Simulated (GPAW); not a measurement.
Ag: single point with PBE

Crystal: Ag.

```
Ag
1.0
     2.93000    0.00000    0.00000
    -1.46500    2.53745    0.00000
     0.00000    0.00000    4.79000
Ag
2
Direct
  0.68483 0.35008 0.74689
  0.33791 0.67266 0.25057
```

This isn't the form of Ag at room conditions, which is fcc.

The cell isn't the ideal one: atoms moved at random, drawn with an rms of 0.05 Å.

```yaml
Program: GPAW 26.7.0
Task: single point
Functional: PBE
Potentials_or_basis: GPAW PAW data sets (gpaw-data 1.2.1)
Cutoff: 600 eV
Basis: pw
k_mesh: 10 × 10 × 6
Occupations: fermi-dirac, width 0.05 eV
Spin: no spin polarisation
```

* Pressure: 0.6 GPa
* Largest force: 0.096 eV/Å
* Band gap on the k mesh: none (metal or under the smearing width)

Forces on the atoms (eV/Å):
```
Ag  -0.022 -0.023  0.090
Ag   0.022  0.023 -0.090
```

Stress tensor (GPa, compression positive):
```
 0.93  0.14 -0.02
 0.14  0.62 -0.02
-0.02 -0.02  0.19
```

Levels at points of the mesh, in eV from the Fermi level:
```
           k point  band 14  band 15  band 16  band 17  band 18  band 19  band 20  band 21
(0.00, 0.00, 0.00)    -4.02    -3.94    -3.08    -3.00    -0.32     3.38    15.66    17.60
(0.00, 0.00, 0.50)    -4.37    -3.36    -3.34    -3.33    -3.31    10.73    10.93    16.03
(0.00, 0.50, 0.00)    -2.90    -2.86    -2.79     0.08     1.52     6.61     6.88     9.10
(0.00, 0.50, 0.50)    -3.11    -2.83    -2.83     0.82     0.85     4.32     4.35    13.31
(0.50, 0.00, 0.00)    -2.92    -2.87    -2.77     0.18     1.42     6.78     7.11     8.92
(0.50, 0.00, 0.50)    -3.03    -2.84    -2.83     0.74     0.76     4.41     4.44    13.31
(0.50, 0.50, 0.00)    -2.91    -2.86    -2.78     0.11     1.48     6.67     6.96     9.04
(0.50, 0.50, 0.50)    -3.08    -2.83    -2.83     0.79     0.82     4.35     4.38    13.30
```

It took 2.9 min on 1 thread of Arm Neoverse V2, with other jobs on the host, peak memory 0.38 GiB.
